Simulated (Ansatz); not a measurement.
# Ga under changes of volume

One of the cells (18.685 Å³/atom); the others are scaled copies at fixed shape and fractional positions:

```
Ga
1.0
     1.45000   -4.06500    0.00000
     1.45000    4.06500    0.00000
     0.00000    0.00000    3.17000
Ga
2
Direct
  0.13300 0.86700 0.75000
  0.86700 0.13300 0.25000
```

This isn't the form of Ga at room conditions, which is orthorhombic.

- Program: Ansatz 0.2.0
- Functional: r2SCAN
- Potentials or basis: Ansatz PAW
- Cutoff: 500 eV (not typed: the program's choice for these potentials)
- k mesh: 10 × 10 × 8
- Occupations: fermi-dirac, width 0.05 eV
- Spin: no spin polarisation

```tsv
volume (Å³/atom)	energy over the lowest point (meV/atom)	pressure (GPa)	largest force (eV/Å)
17.564	?	?	?
17.937	0.24	0.7	0.260
18.311	0.00	-0.5	0.252
18.685	2.55	-1.7	0.245
19.058	7.62	-2.7	0.239
19.432	14.95	-3.6	0.233
19.806	24.27	-4.3	0.227
```

Task: What does the run at 17.564 Å³/atom give?

Result: Energy over the lowest point 3.62 meV/atom; pressure 2.2 GPa; largest force 0.271 eV/Å.

Worked out: A Birch-Murnaghan fit of order 3 (a polynomial in V^(-2/3)) to the other rows has its minimum at 18.15 Å³/atom with B0 = V·E''(V) = 61 GPa and B' = 4.5 at fixed shape and positions, which overstates the stiffness. It gives 3.63 meV/atom at 17.564 Å³/atom, against the run's 3.62, and -dE/dV = 2.2 GPa, against 2.2.

Energies are extrapolated to zero smearing.

Caveats: the PAW data sets come from PBE, with cores solved anew for the run's functional, which leaves a small shift of forces and pressure.
